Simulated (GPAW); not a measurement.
WS2 (Tungstenite):

```xyz
6
Lattice="3.1587 0.0000 0.0000 -1.5793 2.7355 0.0000 0.0000 0.0000 12.4161" Properties=species:S:1:pos:R:3 pbc="T T T"
W     1.5793    0.9118    9.3121
W     0.0000    1.8237    3.1040
S     1.5793    0.9118    4.6560
S     0.0000    1.8237   10.8641
S     1.5793    0.9118    1.5520
S     0.0000    1.8237    7.7601
```

Base run:

* Program: GPAW 26.7.0
* Functional: PBE
* Potentials or basis: GPAW PAW data sets (gpaw-data 1.2.1)
* Cutoff: 400 eV
* Basis: pw
* k mesh: 8 × 8 × 2
* Occupations: fermi-dirac, width 0.001 eV
* Spin: no spin polarisation

Its results: band gap on the k mesh 1.17 eV, indirect (least direct gap 2.24 eV); electronic dielectric tensor (diagonal) 12.11, 12.11, 5.19.

Problem. The run is repeated on the same cell with these changes: functional from PBE to LDA; potentials or basis from GPAW PAW data sets (gpaw-data 1.2.1) to the program's PAW data sets (release 1.2.1) made for this functional. What comes out?

Solution. Band gap on the k mesh 1.09 eV, indirect (least direct gap 2.22 eV); electronic dielectric tensor (diagonal) 12.43, 12.43, 5.51.

Caveats: the long-wavelength limit can be off by several per cent where d states take part; spin-orbit coupling is left out, which moves the levels of the heavy elements; an odd mesh through Γ misses points on the zone boundary, where band edges often lie.
